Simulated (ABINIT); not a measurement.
Runs of ABINIT 10.8.3 (patched build) on CdO2. The structure is trigonal, space group P-3m1 (No. 164). Conventional cell: a = 3.476 Å, b = 3.476 Å, c = 4.148 Å, α = 90.00°, β = 90.00°, γ = 120.00°. Cd (site symmetry -3m) is surrounded by 6 O at 2.25 Å. Around O (site symmetry 3m) lie 3 Cd at 2.25 Å. The cell comes from a database or a generator and needn't be the stable form of this composition.

```csv
task,level,potentials or basis,k mesh,cutoff (eV),fine-grid cutoff,stop of the response cycle (tolvrs),acoustic sum rule (asr),gap on the mesh (eV),pressure (GPa),largest force (eV/Å)
single point,LDA,JTH PAW LDA v2.0,7 × 7 × 5,626,1224.51 eV,-,-,none,-15.2,(b)
single point,LDA,PseudoDojo NC SR LDA v0.4.1 standard,7 × 7 × 5,1252,-,-,-,none,-,0.48
single point,PBEsol,PseudoDojo NC SR PBEsol v0.4.1 standard,7 × 7 × 5,1279,-,-,-,none,-10.8,0.30
phonons,LDA,JTH PAW LDA v2.0,"8 × 8 × 6, shifted",626,1224.51 eV,1e-09,2,-,-15.2,(a)
```

Alike in all rows: no spin polarisation; cell as given; smearing fermi-dirac 0.05 eV.

Estimate the missing entries.

(a) 0.51; (b) 0.50.

Caveats: so large a pressure means that the cell lies far from this level's equilibrium, or that cutoff or potentials fall short (some runs); the mesh is coarse for a metal's response (some runs); some modes are imaginary (some runs); the cell is more than 3 GPa from zero pressure, which shifts response properties (some runs).

A k mesh can miss the band edges, and the runs leave out spin-orbit coupling on Cd.

A gap of «none» marks a metal or a gap under the smearing width.

The runs don't all hold the same shells in valence.
